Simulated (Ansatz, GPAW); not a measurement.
**honeycomb SnTe monolayer: converging a work function**

Wanted: a convergence study on the slab honeycomb SnTe monolayer. Where a layer proves gapped, the work function hangs on where the smearing puts the Fermi level, and the band edges take its place.

Program: GPAW 26.7.0 and Ansatz 0.2.0. Level of theory: Ansatz plane waves; layer without images along its normal, relaxation of atoms and in-plane cell, in the first sound run; inputs show where later runs differ. Results are calculated unless marked as measured.

Report form: the programs' logs are mostly left out.

## (1) The structure

The cell holds 2 atoms: 1 Te and 1 Sn. Its edges and angles: a = 4.180 Å, b = 4.180 Å, c = 15.690 Å, α = 90.0°, β = 90.0°, γ = 120.0°. Vacuum lies along c.

## (2) Relaxing the atoms

The atoms are relaxed first, since the surface dipole, and with it the work function, follows the positions of the outer layers.

input.yaml reads:

```yaml
crystal:
  lattice:
    - [4.18, 0.0, 0.0]
    - [-2.09, 3.6199861878, 0.0]
    - [0.0, 0.0, 15.6900000011]
  atoms:
    - { symbol: Te, position: [0.6666666667, 0.3333333333, 0.4461440408] }
    - { symbol: Sn, position: [0.3333333333, 0.6666666667, 0.5538559592] }
  periodic: [true, true, false]
kpoints:
  mp_grid: { grid: [9, 9, 1] }
hamiltonian:
  xc: pbe
scf:
  occupations: { method: fermi_dirac, width: 0.05 }
relax:
  f_tol: 0.01
  max_steps: 90
  cell: {}
```

The run is started by

```sh
$ ansatz run input.yaml --threads 4 --pin off --max-ram 8192MiB --backend cpu --events-out ev --progress --plain --runs-dir out
```

Run time: 5.6 s. Hardware: 4 threads of AMD EPYC 9R14 (Zen 4), shared host; peak memory 0.72 GiB.

Step by step:

```csv
step,energy less that of the first step (eV),largest force component (eV/Å),volume (Å³)
1,0.0000,0.0281,411.28
2,0.0001,0.0461,411.77
3,-0.0001,0.0015,411.68
4*,-0.0001,0.0015,411.68
```

Relaxation steps marked * repeat the geometry before them on a plane-wave basis chosen anew for their cell, so energy and pressure can jump there. Relaxation step 2 was tried and not accepted.

The run keeps the 6 symmetry operations that it works with, so distortions that break them were not tested.

```csv
cell as run,before,after,change
a (Å),4.180,4.182,+0.0 %
b (Å),4.180,4.182,+0.0 %
```

The relaxed structure:

```xyz
2
Lattice="4.1820 0.0000 0.0000 -2.0910 3.6218 0.0000 0.0000 0.0000 27.1800" Properties=species:S:1:pos:R:3
Te    2.0910    1.2073    7.0024
Sn    0.0000    2.4145    8.6876
```

Numbers from this step:

```yaml
free_energy: -13004.5051 eV
gap_by_band_count: 1.906 eV
symmetry_operations: 6
```

The atoms hardly moved: the energy changed by under 0.1 meV.

## (3) The slab's potential

The work function is the vacuum plateau of the electrostatic potential less the Fermi level; a dipole layer lets the two faces have plateaus of their own.

This step: GPAW, PAW setups; slab in vacuum (GPAW 26.7.0).

run.py reads:

```python
import json
import numpy as np
from ase import Atoms
from gpaw import GPAW, PW

slab = Atoms(
    ['Te', 'Sn'],
    positions=[
        [2.09102, 1.20725, 7.00000],
        [-0.00000, 2.41450, 8.68511]],
    cell=[[4.18204, 0.0, 0.0], [-2.09102, 3.62175, -0.0], [0.0, 0.0, 15.6851]],
    pbc=[True, True, False])

slab.calc = GPAW(mode=PW(400), xc='PBE', kpts={'size': (9, 9, 1), 'gamma': True},
                 occupations={'name': 'fermi-dirac', 'width': 0.05}, nbands='140%',
                 convergence={'density': 1e-05}, maxiter=200,
                 poissonsolver={'dipolelayer': 'xy'},
                 symmetry={'tolerance': 1e-3}, txt='slab.txt')
result = {}
energy = slab.get_potential_energy()
fermi = slab.calc.get_fermi_level()
v = slab.calc.get_electrostatic_potential().mean((0, 1)) - fermi
n = slab.calc.get_pseudo_density().mean((0, 1))
L = slab.cell[2, 2]
z = np.arange(len(v)) * L / len(v)
low, high = slab.positions[:, 2].min(), slab.positions[:, 2].max()
below, above = np.interp([low - 4.8, high + 4.8], z, v)
slopes = [np.interp(x, z, np.gradient(v, z)) for x in (low - 4.8, high + 4.8)]
eps = np.array([[slab.calc.get_eigenvalues(k, s) for k in range(len(slab.calc.get_ibz_k_points()))]
                for s in range(slab.calc.get_number_of_spins())]) - fermi
top, bottom = eps[eps < 0].max(), eps[eps > 0].min()
dipole = slab.get_dipole_moment()[2]
print(f'energy {energy:.4f} eV, Fermi level {fermi:.4f} eV, dipole {dipole:.5f} e A')
print(f'potential 4.8 A off the faces, from the Fermi level: lower {below:.4f} eV, upper {above:.4f} eV')
print(f'slope of the potential there: lower {slopes[0]:.5f}, upper {slopes[1]:.5f} eV/A')
print(f'nearest levels on the mesh: {top:.4f} and {bottom:.4f} eV')
print('magnetic moment', round(slab.get_magnetic_moment(), 3))
result.update(energy=energy, fermi=fermi, dipole=dipole, below=below, above=above, slopes=slopes, edges=[top, bottom],
              z=z.tolist(), v=v.tolist(), n=n.tolist(), positions=slab.positions.tolist(),
              forces=slab.get_forces(apply_constraint=False).tolist(), moments=slab.get_magnetic_moments().tolist())
json.dump(result, open('result.json', 'w'))
```

The run is started by

```sh
$ OMP_NUM_THREADS=1 OPENBLAS_NUM_THREADS=1 python run.py
```

It took 7.3 s on 1 thread; peak memory 0.19 GiB.

This step gave:

```
dipole along the normal                    : 0.04527 e·Å
levels nearest the Fermi level on the mesh : -0.9504, 0.9623 eV from the Fermi level
upper work function                        : 4.087 eV
lower work function                        : 4.631 eV
upper ionisation energy                    : 5.038 eV
```

Table of electrostatic potential energy of an electron (without an applied field's), less the Fermi level, planar mean by z:

```csv
z (Å),"electrostatic potential energy of an electron (without an applied field's), less the Fermi level, planar mean (eV)"
0.0,4.36
0.5,4.63
1.0,4.63
1.5,4.63
2.0,4.63
2.5,4.63
3.0,4.63
3.5,4.63
4.0,4.62
4.5,4.58
5.0,4.44
5.5,3.88
6.0,1.71
6.5,-5.42
7.0,-14.0
7.5,-7.21
8.0,-4.59
8.5,-11.0
9.0,-8.63
9.5,-0.534
10.0,2.68
10.5,3.68
11.0,3.97
11.5,4.05
12.0,4.08
12.5,4.08
13.0,4.09
13.5,4.09
14.0,4.09
14.5,4.09
15.0,4.09
15.5,4.22
```

Pseudo valence density, planar mean against z:

```csv
z (Å),"pseudo valence density, planar mean (e/Å³)"
0.00,1.2e-6
0.42,1.2e-6
0.84,1.2e-6
1.25,1.3e-6
1.67,1.8e-6
2.09,3.6e-6
2.51,9.4e-6
2.93,2.8e-5
3.35,8.3e-5
3.76,2.6e-4
4.18,8.2e-4
4.60,0.00258
5.02,0.00825
5.44,0.0261
5.86,0.0772
6.27,0.184
6.69,0.178
7.11,0.112
7.53,0.278
7.95,0.291
8.37,0.612
8.78,0.902
9.20,0.312
9.62,0.107
10.04,0.0407
10.46,0.0152
10.88,0.00546
11.29,0.00194
11.71,6.9e-4
12.13,2.5e-4
12.55,8.7e-5
12.97,3.1e-5
13.38,1.1e-5
13.80,3.3e-6
14.22,0
14.64,0
15.06,0
15.48,0
```

The layer is gapped, so the Fermi level lies somewhere inside the gap, set by smearing and numerics, and these work functions are no property of the material; the band edges below the vacuum level are. The potential is flat to 6.4e-4 eV/Å where it is read, so the vacuum is wide enough. The geometry is the other program's minimum; here the largest force on a free atom is 0.0098 eV/Å.

## (4) Cutoff 200

The cutoff limits how sharply the smooth valence waves can vary, which tells mostly near the atoms.

run.py, as its differences from that of step 3:

```diff
@@ -13,3 +13,3 @@
 
-slab.calc = GPAW(mode=PW(400), xc='PBE', kpts={'size': (9, 9, 1), 'gamma': True},
+slab.calc = GPAW(mode=PW(200), xc='PBE', kpts={'size': (9, 9, 1), 'gamma': True},
                  occupations={'name': 'fermi-dirac', 'width': 0.05}, nbands='140%',
```

Wall time 3.5 s (1 thread); peak memory 0.14 GiB.

The run finished. A setting was moved off its sound value on purpose, so it serves as a test and not as the result.

The fault put into the input: a cutoff under that of the base run: the energy of the cell lies 0.87 eV from the base value, and the gap on the mesh is 1.91 eV against 1.91 (ecut = 200).

The two runs compared:

```csv
quantity,this run,sound run,difference
dipole along the normal (e·Å),0.045111,0.045275,-1.6e-4
upper work function (eV),4.0937,4.0872,0.00654
lower work function (eV),4.6260,4.6308,-0.00479
upper ionisation energy (eV),5.0416,5.0375,0.00404
```

## (5) Cutoff 300

run.py, as its differences from that of step 4:

```diff
@@ -13,3 +13,3 @@
 
-slab.calc = GPAW(mode=PW(200), xc='PBE', kpts={'size': (9, 9, 1), 'gamma': True},
+slab.calc = GPAW(mode=PW(300), xc='PBE', kpts={'size': (9, 9, 1), 'gamma': True},
                  occupations={'name': 'fermi-dirac', 'width': 0.05}, nbands='140%',
```

It took 6.6 s on 1 thread; peak memory 0.16 GiB.

The run finished. A setting was moved off its sound value on purpose, so it serves as a test and not as the result.

The fault put into the input: a cutoff under that of the base run: the energy of the cell lies 0.47 eV from the base value, and the gap on the mesh is 1.91 eV against 1.91 (ecut = 300).

Side by side:

```csv
quantity,this run,sound run,difference
dipole along the normal (e·Å),0.045038,0.045275,-2.4e-4
upper work function (eV),4.0921,4.0872,0.00497
lower work function (eV),4.6341,4.6308,0.00322
upper ionisation energy (eV),5.0358,5.0375,-0.00175
```

## (6) Cutoff 700: ecut = 700

run.py, as its differences from that of step 5:

```diff
@@ -13,3 +13,3 @@
 
-slab.calc = GPAW(mode=PW(300), xc='PBE', kpts={'size': (9, 9, 1), 'gamma': True},
+slab.calc = GPAW(mode=PW(700), xc='PBE', kpts={'size': (9, 9, 1), 'gamma': True},
                  occupations={'name': 'fermi-dirac', 'width': 0.05}, nbands='140%',
```

Run time: 19 s. Hardware: 1 thread; peak memory 0.29 GiB.

This step gave:

- dipole along the normal: 0.04512 e·Å
- levels nearest the Fermi level on the mesh: -0.9544, 0.9596 eV from the Fermi level
- upper work function: 4.086 eV
- lower work function: 4.628 eV
- upper ionisation energy: 5.041 eV

The electrostatic potential energy of an electron (without an applied field's), less the Fermi level, planar mean by z:

z (Å), electrostatic potential energy of an electron (without an applied field's), less the Fermi level, planar mean (eV) and a bar from the least value:
```
      0.0        4.4 ##############################
      0.5        4.6 ##############################
      1.0        4.6 ##############################
      1.5        4.6 ##############################
      2.0        4.6 ##############################
      2.5        4.6 ##############################
      3.0        4.6 ##############################
      3.5        4.6 ##############################
      4.0        4.6 ##############################
      4.5        4.6 ##############################
      5.0        4.4 ##############################
      5.5        3.9 #############################
      6.0        1.7 #########################
      6.5       -5.4 ##############
      7.0      -14.0 
      7.5       -7.2 ###########
      8.0       -4.5 ###############
      8.5      -11.1 #####
      9.0       -8.6 #########
      9.5       -0.5 ######################
     10.0        2.7 ###########################
     10.5        3.7 ############################
     11.0        4.0 #############################
     11.5        4.1 #############################
     12.0        4.1 #############################
     12.5        4.1 #############################
     13.0        4.1 #############################
     13.5        4.1 #############################
     14.0        4.1 #############################
     14.5        4.1 #############################
     15.0        4.1 #############################
     15.5        4.2 #############################
```

Pseudo valence density, planar mean against z:

```csv
z (Å),"pseudo valence density, planar mean (e/Å³)"
3.0,3.4e-5
3.5,1.3e-4
4.0,5.1e-4
4.5,0.00200
5.0,0.00801
5.5,0.0315
6.0,0.110
6.5,0.215
7.0,0.0914
7.5,0.272
8.0,0.302
8.5,0.814
9.0,0.582
9.5,0.144
10.0,0.0449
10.5,0.0139
11.0,0.00408
11.5,0.00119
12.0,3.5e-4
12.5,1.0e-4
13.0,2.9e-5
```

The highest filled level lies 0.954 eV under the Fermi level, so the ionisation energy from the upper face is 4.086 + 0.954 = 5.041 eV, against 5.038 eV in the base run.

## (7) K mesh 3×3

The mesh in the plane samples the bands: a metal's Fermi level needs it dense, and band edges must lie on it.

run.py, as its differences from that of step 6:

```diff
@@ -13,3 +13,3 @@
 
-slab.calc = GPAW(mode=PW(700), xc='PBE', kpts={'size': (9, 9, 1), 'gamma': True},
+slab.calc = GPAW(mode=PW(400), xc='PBE', kpts={'size': (3, 3, 1), 'gamma': True},
                  occupations={'name': 'fermi-dirac', 'width': 0.05}, nbands='140%',
```

The job ended after 4 s (1 thread; peak memory 0.17 GiB).

The run finished with changed settings (kpts = [3, 3]); it serves as a test.

Side by side:

```csv
quantity,this run,sound run,difference
dipole along the normal (e·Å),0.055402,0.045275,0.0101
upper work function (eV),3.8948,4.0872,-0.192
lower work function (eV),4.5595,4.6308,-0.0713
upper ionisation energy (eV),4.7923,5.0375,-0.245
```

One result that differs is the dipole along the normal, 0.0554 e·Å against 0.0453 e·Å.

## (8) K mesh 5×5

run.py, as its differences from that of step 7:

```diff
@@ -13,3 +13,3 @@
 
-slab.calc = GPAW(mode=PW(400), xc='PBE', kpts={'size': (3, 3, 1), 'gamma': True},
+slab.calc = GPAW(mode=PW(400), xc='PBE', kpts={'size': (5, 5, 1), 'gamma': True},
                  occupations={'name': 'fermi-dirac', 'width': 0.05}, nbands='140%',
```

Run time: 4.7 s. Hardware: 1 thread; peak memory 0.17 GiB.

The run finished with changed settings (kpts = [5, 5]); it serves as a test.

Side by side:

```csv
quantity,this run,sound run,difference
dipole along the normal (e·Å),0.046458,0.045275,0.00118
upper work function (eV),4.0417,4.0872,-0.0455
lower work function (eV),4.5995,4.6308,-0.0313
upper ionisation energy (eV),5.0156,5.0375,-0.0219
```

One result that differs is the upper work function, 4.04 eV against 4.09 eV.

## (9) K mesh 14×14: kpts = [14, 14]

run.py, as its differences from that of step 8:

```diff
@@ -13,3 +13,3 @@
 
-slab.calc = GPAW(mode=PW(400), xc='PBE', kpts={'size': (5, 5, 1), 'gamma': True},
+slab.calc = GPAW(mode=PW(400), xc='PBE', kpts={'size': (14, 14, 1), 'gamma': True},
                  occupations={'name': 'fermi-dirac', 'width': 0.05}, nbands='140%',
```

It took 12 s on 1 thread; peak memory 0.21 GiB.

Numbers from this step:

| Item | Value |
| --- | --- |
| dipole along the normal | 0.04521 e·Å |
| levels nearest the Fermi level on the mesh | -0.9625, 0.9655 eV from the Fermi level |
| upper work function | 4.076 eV |
| lower work function | 4.619 eV |
| upper ionisation energy | 5.039 eV |

The highest filled level lies 0.962 eV under the Fermi level, so the ionisation energy from the upper face is 4.076 + 0.962 = 5.039 eV, against 5.038 eV in the base run.

## (10) Scheme Marzari-Vanderbilt, smearing 0.2

Smearing changes the occupations near the Fermi level, and with them the level itself. Smearing helps the SCF of a metal converge, but it blurs occupations at band edges near the Fermi level.

run.py, as its differences from that of step 9:

```diff
@@ -13,4 +13,4 @@
 
-slab.calc = GPAW(mode=PW(400), xc='PBE', kpts={'size': (14, 14, 1), 'gamma': True},
-                 occupations={'name': 'fermi-dirac', 'width': 0.05}, nbands='140%',
+slab.calc = GPAW(mode=PW(400), xc='PBE', kpts={'size': (9, 9, 1), 'gamma': True},
+                 occupations={'name': 'marzari-vanderbilt', 'width': 0.2}, nbands='140%',
                  convergence={'density': 1e-05}, maxiter=200,
```

The job ended after 7.3 s (1 thread; peak memory 0.19 GiB).

This step gave:

| Item | Value |
| --- | --- |
| dipole along the normal | 0.04527 e·Å |
| levels nearest the Fermi level on the mesh | -1.030, 0.8822 eV from the Fermi level |
| upper work function | 4.007 eV |
| lower work function | 4.551 eV |
| upper ionisation energy | 5.038 eV |

The highest filled level lies 1.03 eV under the Fermi level, so the ionisation energy from the upper face is 4.007 + 1.03 = 5.038 eV, against 5.038 eV in the base run.

## (11) All levels side by side

Times are for 1 thread of AMD EPYC 9R14 (Zen 4), shared host. Results by setting:

```csv
no.,run,upper ionisation energy (eV),time,memory (GiB)
1,pw,5.038,7.3 s,0.19
2,cutoff 700,5.041,19 s,0.29
3,k mesh 14×14,5.039,12 s,0.21
4,"scheme Marzari-Vanderbilt, smearing 0.2",5.038,7.3 s,0.19
```

## (12) Without the dipole layer

The dipole layer is taken out and the cell repeats along the normal.

run.py, as its differences from that of step 10:

```diff
@@ -11,8 +11,7 @@
     cell=[[4.18204, 0.0, 0.0], [-2.09102, 3.62175, -0.0], [0.0, 0.0, 15.6851]],
-    pbc=[True, True, False])
+    pbc=[True, True, True])
 
 slab.calc = GPAW(mode=PW(400), xc='PBE', kpts={'size': (9, 9, 1), 'gamma': True},
-                 occupations={'name': 'marzari-vanderbilt', 'width': 0.2}, nbands='140%',
+                 occupations={'name': 'fermi-dirac', 'width': 0.05}, nbands='140%',
                  convergence={'density': 1e-05}, maxiter=200,
-                 poissonsolver={'dipolelayer': 'xy'},
                  symmetry={'tolerance': 1e-3}, txt='slab.txt')
```

Run time: 7 s. Hardware: 1 thread; peak memory 0.19 GiB.

The run finished. A setting was moved off its sound value on purpose, so it serves as a test and not as the result.

The fault put into the input: no dipole layer on a slab with a dipole, so the vacuum potential tilts and no work function is defined (dipole = false and pbc_z = true).

The two runs compared:

```csv
quantity,this run,sound run,difference
dipole along the normal (e·Å),0.063568,0.045275,0.0183
```

One result that differs is the dipole along the normal, 0.0636 e·Å against 0.0453 e·Å.

## (13) Side by side

Results and costs are gathered.

This step: comparison of work functions, dipole and cost (GPAW 26.7.0).

Ladder, by row:

```csv
step,code,"work function, upper (eV)","work function, lower (eV)",dipole (e Å),wall time (s),peak memory (GiB),threads
pw,GPAW,4.087,4.631,0.04528,7.27,0.19,1
ecut200,GPAW,4.094,4.626,0.04511,3.55,0.14,1
ecut300,GPAW,4.092,4.634,0.04504,6.61,0.16,1
ecut700,GPAW,4.086,4.628,0.04512,19.03,0.29,1
k3,GPAW,3.895,4.559,0.0554,4,0.17,1
k5,GPAW,4.042,4.599,0.04646,4.71,0.17,1
k14,GPAW,4.076,4.619,0.04521,12.24,0.21,1
smear,GPAW,4.007,4.551,0.04528,7.28,0.19,1
nodip,GPAW,-,-,0.06357,7.01,0.19,1
```

## (14) A changed run

One more run, with changed settings.

This step: GPAW, PAW setups; slab in vacuum (GPAW 26.7.0).

run.py, as its differences from that of step 12:

```diff
@@ -4,2 +4,3 @@
 from gpaw import GPAW, PW
+from gpaw.external import ConstantElectricField
 
@@ -11,3 +12,3 @@
     cell=[[4.18204, 0.0, 0.0], [-2.09102, 3.62175, -0.0], [0.0, 0.0, 15.6851]],
-    pbc=[True, True, True])
+    pbc=[True, True, False])
 
@@ -15,3 +16,5 @@
                  occupations={'name': 'fermi-dirac', 'width': 0.05}, nbands='140%',
-                 convergence={'density': 1e-05}, maxiter=200,
+                 convergence={'density': 1e-05}, maxiter=100,
+                 poissonsolver={'dipolelayer': 'xy'},
+                 external=ConstantElectricField(1.5, [0, 0, 1]),
                  symmetry={'tolerance': 1e-3}, txt='slab.txt')
```

Elapsed: 20 s, on 1 thread; peak memory 0.25 GiB.

The run finished. A setting was moved off its sound value on purpose, so it serves as a test and not as the result.

The fault put into the input: a field far too strong (field = 1.5).

The two runs compared:

```csv
quantity,this run,sound run,difference
dipole along the normal (e·Å),0.64801,0.045275,0.603
```

One result that differs is the dipole along the normal, 0.648 e·Å against 0.0453 e·Å.

## (15) Summary of results

| Item | Value |
| --- | --- |
| work function, upper and lower face (Fermi level placed in the gap by the smearing) | 4.087 and 4.631 eV |
| ionisation energy from the upper face (highest filled level on the mesh) | 5.04 eV |
| electron affinity from the upper face (lowest empty Kohn-Sham level on the mesh) | 3.12 eV |
| dipole along the normal | 0.0453 e Å |

In words: With plane waves and PBE the ionisation energy from the upper face is 5.04 eV and the Kohn-Sham electron affinity 3.12 eV. The two faces differ by 0.54 eV, the step that the slab's dipole makes (e p/(ε0 A) gives 0.54 eV), so the dipole layer is needed. The levels nearest the Fermi level on the mesh lie 1.91 eV apart, so the slab is gapped there: the smearing puts the Fermi level inside the gap, and from either face the ionisation energy is the work function plus 0.95 eV. Both are Kohn-Sham levels on the mesh, and semilocal gaps are too small, so the affinity tends to come out too large and the ionisation energy too small. Work functions of a gapped slab move with the place of the Fermi level in the gap; over the runs without a planted fault the highest filled level on the mesh lies 4.79 (k3) to 5.04 eV (ecut700) under the upper vacuum level. With elements this heavy, spin-orbit coupling can move band edges by tenths of an eV. The layer's cell and atoms come from the relaxation; spin-orbit coupling and temperature are left out.

[Logs are printed without paths, hosts, clocks, repeated set-up lines and the standing remarks that a program may print on its own settings, such as how far it seeks lower states.]

[Hosts, paths, dates, database ids (printed as entryN), source tags and the programs' standing remarks are cut or masked in the printed files.]
